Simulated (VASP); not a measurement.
Crystal: Zr.

```
Zr
1.0
    -1.79085    1.79085    1.79085
     1.79085   -1.79085    1.79085
     1.79085    1.79085   -1.79085
Zr
1
Cartesian
  0.0000 0.0000 0.0000
```

This isn't the form of Zr at room conditions, which is hcp.

```yaml
Program: VASP 6.6.1
Task: relaxation of cell and atoms
Functional: PBEsol
Potentials_or_basis: VASP PAW PBE potentials, release 64 (Zr_sv)
Cutoff: 300 eV
k_mesh: 16 × 16 × 16
Occupations: gaussian, width 0.1 eV
Spin: no spin polarisation
```

At the start: pressure -4.9 GPa; volume 22.97 Å³/atom.

Q: Where does the relaxation end?

A: Over 3 steps the energy falls by 21.0 meV/atom and the volume is 21.66 Å³/atom (-5.7 %); space group Im-3m (No. 229, to 0.05 Å).

The path:
```csv
step,energy change (eV),largest force (eV/Å),pressure (GPa),volume (Å³)
1,0.0000,0.0000,-4.91,22.97
2,-0.0085,0.0000,4.35,20.71
3,-0.0210,0.0000,-0.02,21.66
```

Final structure:
```cif
data_structure
_symmetry_space_group_name_H-M 'P 1'
_symmetry_Int_Tables_number 1
_cell_length_a 3.0417
_cell_length_b 3.0417
_cell_length_c 3.0417
_cell_angle_alpha 109.471
_cell_angle_beta 109.471
_cell_angle_gamma 109.471
_cell_volume 21.66
loop_
_atom_site_label
_atom_site_type_symbol
_atom_site_fract_x
_atom_site_fract_y
_atom_site_fract_z
_atom_site_occupancy
Zr1 Zr 0.00000 0.00000 0.00000 1
```

Caveat: the PAW data sets were made with another functional, which shifts forces and pressure a little.
